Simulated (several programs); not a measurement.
MoSe2 (2H-MoS2 type), relaxed with r2SCAN+rVV10 in Ansatz, was computed with several methods. The symmetry is P6_3/mmc (No. 194, hexagonal); a = 3.305 Å, c = 13.088 Å in the conventional setting, 20.64 Å³ an atom. Mo is surrounded by 6 Se at 2.53 Å; Se is surrounded by 3 Mo at 2.53 Å. (Simulation; spin polarisation is off.)

```
Mo Se
1.0
     3.30540    0.00000    0.00000
    -1.65270    2.86256    0.00000
     0.00000    0.00000   13.08783
Mo Se
2 4
Direct
  0.33333 0.66667 0.25000
  0.66667 0.33333 0.75000
  0.66667 0.33333 0.37663
  0.66667 0.33333 0.12337
  0.33333 0.66667 0.87663
  0.33333 0.66667 0.62337
```

Gaps and times are for a single point on this cell; volume and bulk modulus come from each method's own relaxation or energy curve at fixed shape, which is too stiff where a cell has free coordinates or axes. Times are rough, from shared hosts (AMD EPYC 7R13 Processor; Arm Neoverse N1; Intel Xeon Platinum 8488C), and each method has its own mesh and cell size. A double dagger marks a value from a curve with shape and coordinates held. PM7 (MOPAC), GFN1-xTB (tblite), GFN2-xTB (tblite) treat a cluster of cells at its zone centre, which samples few k points: where these miss a band edge, the gap comes out too large for that reason alone. Gaps from k meshes are read at a limited set of points (mesh, symmetry points, PBE's band edges), so each method's own least gap may be somewhat smaller. xTB and the PM methods were fitted mostly to molecules, and can miss a solid's gap by electronvolts. Minimal bases can be far off for gaps. Times of the plane-wave ladder aren't listed, since it ran on unlike processors and cards. Curves at held shape can't give the bulk modulus of a layered or molecular crystal, so none is listed. d marks a direct gap, i an indirect one (no mark: not told apart), a dash a value that wasn't computed or didn't pass its checks.

| method | kind | gap (eV) | own volume (Å³/atom) | bulk modulus (GPa) | atoms computed | processor time |
| --- | --- | --- | --- | --- | --- | --- |
| PBE-D3(BJ) | semilocal | – | 19.74 | – | 6 | – |
| r2SCAN+rVV10 | semilocal | – | 20.64 | – | 6 | – |
| PBE-D4 | semilocal | – | 19.89 | – | 6 | – |
| GFN1-xTB (tblite) | tight binding | 1.33 | 21.96‡ | – | cluster | 6.2 s |
| light PBE (260 eV and a coarse mesh) | light plane-wave | 0.90 i | – | – | 6 | 6.6 s |
| LDA | semilocal | 0.83 i | – | – | 6 | – |
| GFN2-xTB (tblite) | tight binding | 1.22 | – | – | cluster | 10 s |
| PBE | semilocal | 0.89 i | – | – | 6 | – |
| PBE/SZV (CP2K) | small basis | 0.70 i | – | – | 6 | 31 s |
| PBE0 | hybrid | 2.05 i | – | – | 6 | – |
| r2SCAN | semilocal | 1.00 i | – | – | 6 | – |
| PM7 (MOPAC) | semi-empirical | 3.21 | – | – | cluster | 65 s |
| PBE+SOC | semilocal | 0.88 i | – | – | 6 | – |
| PBE/DZVP (CP2K) | small basis | 0.90 i | 21.25‡ | – | 6 | 110 s |
| LC-ωPBE | hybrid | 5.37 i | – | – | 6 | – |
| HSE06 | hybrid | 1.39 i | – | – | 6 | – |
| DDH-PBE0 | hybrid | 1.22 i | – | – | 6 | – |

Task: How far from the measured values lie the methods that can be set against them?

Result:
- Band gap, measured 1.16 eV: GFN1-xTB (tblite) +0.17 eV, light PBE (260 eV and a coarse mesh) -0.26 eV, LDA -0.33 eV, GFN2-xTB (tblite) +0.06 eV, PBE -0.27 eV, PBE/SZV (CP2K) -0.46 eV, PBE0 +0.89 eV, r2SCAN -0.16 eV, PM7 (MOPAC) +2.05 eV, PBE+SOC -0.28 eV, PBE/DZVP (CP2K) -0.26 eV, LC-ωPBE +4.21 eV, HSE06 +0.23 eV, DDH-PBE0 +0.06 eV.
- Volume, measured 20.13 Å³ an atom: PBE-D3(BJ) -1.9 %, r2SCAN+rVV10 +2.6 %, PBE-D4 -1.2 %.
The calculations are for a static lattice; samples hold vibrations, temperature and, in optical gaps, excitons. A measured value is shown where most reports agree with it, and only for the quantities listed. Sources: 1.16 eV (indirect gap from Tauc analysis of absorbance; 300 K; “Raman Scattering with infrared excitation resonant with MoSe2 indirect band gap”; Tauc extrapolation of absorbance; indirect phonon-assisted edge, differs from the PL value (1.137 eV); 2022; arxiv:2208.02505); 45.7 GPa (isothermal bulk modulus, third-order Birch-Murnaghan; “Mn-Intercalated MoSe2 under pressure: electronic structure and vibrational characterization of a dilute magnetic semiconductor”; literature value from a third-order Birch-Murnaghan fit to high-pressure diffraction data; 2019; arxiv:1906.09923); 20.13 Å³ an atom (from the lattice constants; a; “Mn-Intercalated MoSe2 under pressure: electronic structure and vibrational characterization of a dilute magnetic semiconductor”; 2019; arxiv:1906.09923).

Only the rows marked +SOC include spin-orbit coupling.
